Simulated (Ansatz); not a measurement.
Crystal: FeSi2 (Linzhiite).

```xyz
3
Lattice="2.6840 0.0000 0.0000 0.0000 2.6840 0.0000 0.0000 0.0000 5.1280" Properties=species:S:1:pos:R:3 pbc="T T T"
Fe    0.0000    0.0000    0.0000
Si    1.3420    1.3420    3.7434
Si    1.3420    1.3420    1.3846
```

```yaml
Program: Ansatz 0.2.0
Task: relaxation of cell and atoms
Functional: LDA
Potentials_or_basis: Ansatz PAW
Cutoff: "420 eV (not typed: the program's choice for these potentials)"
k_mesh: 10 × 10 × 5
Occupations: fermi-dirac, width 0.05 eV
Spin: collinear spin, ferromagnetic start
Starting_moments: "[3.0, 0.0, 0.0] μB"
Hubbard_terms: Fe d U = 6 eV
```

At the start: volume 12.31 Å³/atom.

Question: How do energy, volume and symmetry change on relaxing?

Answer: It ends after 11 steps and the volume is 13.52 Å³/atom (+9.8 %); space group P4/mmm (No. 123, to 0.05 Å); moment 2.14 μB per cell.

Step by step:
| step | energy change (eV) | largest force (eV/Å) | volume (Å³) |
| --- | --- | --- | --- |
| 1 | 0.0000 | 1.0904 | 36.94 |
| 2 | -0.0860 | 0.6232 | 37.97 |
| 3 | -0.1704 | 0.0996 | 40.29 |
| 4 | -0.1709 | 0.1324 | 40.96 |
| 5 | -0.1740 | 0.0163 | 40.39 |
| 6 | -0.1742 | 0.0013 | 40.51 |
| 7 | -0.1742 | 0.0003 | 40.51 |
| 8 | -0.1778 | 0.0004 | 40.51 |
| 9 | -0.1778 | 0.0019 | 40.57 |
| 10 | -0.1778 | 0.0018 | 40.57 |
| 11 | -0.1778 | 0.0018 | 40.57 |

Final structure:
```yaml
crystal:
  lattice:
    - [2.76373, 0.00000, 0.00000]
    - [0.00000, 2.76373, 0.00000]
    - [0.00000, 0.00000, 5.31100]
  atoms:
    - { symbol: Fe, position: [0.00000, 0.00000, 0.00000] }
    - { symbol: Si, position: [0.50000, 0.50000, 0.72126] }
    - { symbol: Si, position: [0.50000, 0.50000, 0.27874] }
```

Caveat: the magnetic or orbital state may not be the lowest; the plane-wave basis is chosen anew once the cell has moved, so the energies of steps on either side of that aren't comparable; the PAW data sets come from PBE, with cores solved anew for the run's functional, which leaves a small shift of forces and pressure; the U is typed as a test and isn't derived for this compound.
